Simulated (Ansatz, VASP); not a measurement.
One calculation of CoSi2, two programs

```
CELL_PARAMETERS angstrom
0.00000 2.67994 2.67994
2.67994 0.00000 2.67994
2.67994 2.67994 0.00000
ATOMIC_POSITIONS crystal
Co 0.00000 0.00000 0.00000
Si 0.25000 0.25000 0.25000
Si 0.75000 0.75000 0.75000
```

Alike in both runs: task single point; functional PBE; k mesh 12 × 12 × 12; occupations gaussian, width 0.15 eV; no spin polarisation.

```csv
,VASP,Ansatz
version,VASP 6.6.1,Ansatz 0.2.0
potentials or method,"VASP PAW PBE potentials, release 64 (Co, Si)","scalar-relativistic, plane waves, PAW"
plane-wave cutoff (eV),520,420
valence electrons in the cell,17,25
```

```csv
,VASP,Ansatz,Ansatz less VASP
gap on the k mesh at the Fermi level (eV),none,none,-
pressure (GPa),-0.2,0.0,+0.23
```

A gap of «none» marks a metal or a gap that the smearing closes. The two sets of potentials don't hold the same shells in valence.

Spin polarisation is off, so any magnetic state and its effect on volume and gap are missing.
